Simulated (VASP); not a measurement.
BN: relaxation of the atoms with BEEF-vdW

Sheet: BN, a sheet with vacuum.

```xyz
2
Lattice="2.5121 -0.0042 0.0000 -1.2524 2.1776 0.0000 0.0000 0.0000 23.9016" Properties=species:S:1:pos:R:3 pbc="T T T"
B     1.2515    2.1616    7.5001
N     1.2491    0.7113    7.5001
```

The cell was built by a generator and needn't be a form met in nature.

```json
{"Program": "VASP 6.6.1", "Task": "relaxation of the atoms", "Functional": "BEEF-vdW", "Potentials or basis": "VASP PAW PBE potentials, release 64 (B, N)", "Cutoff": "520 eV", "k mesh": "12 × 12 × 1", "Occupations": "gaussian, width 0.05 eV", "Spin": "no spin polarisation", "Dipole correction": "yes", "Atoms held fixed (from 0)": "[0]", "Further INCAR settings": "ALGO = Normal; EDIFF = 1e-06; IBRION = 2; EDIFFG = -0.02; NSW = 60"}
```

* Band gap on the k mesh: 4.23 eV, indirect (least direct gap 4.85 eV)

Final structure:
```xyz
2
Lattice="2.5121 -0.0042 0.0000 -1.2524 2.1776 0.0000 0.0000 0.0000 23.9016" Properties=species:S:1:pos:R:3 pbc="T T T"
B     1.2515    2.1616    7.5001
N     1.2491    0.7113    7.5001
```

Levels at points of the mesh, in eV from the valence-band top:
```tsv
k point	band 2	band 3	band 4	band 5	band 6	band 7
(0.00, 0.00, 0.00)	-5.11	-1.40	-1.40	4.23	5.25	6.07
(0.50, 0.00, 0.00)	-8.82	-4.13	-0.87	4.95	9.76	12.04
(0.00, 0.50, 0.00)	-8.82	-4.13	-0.87	4.95	9.76	12.04
```

Run time: 5.6 min on 1 thread of Intel(R) Xeon(R) Platinum 8259CL CPU @ 2.50GHz (Skylake/Cascade Lake) (shared host), peak memory 0.64 GiB.

Caveat: the relaxation stopped at its first step, so nothing moved.
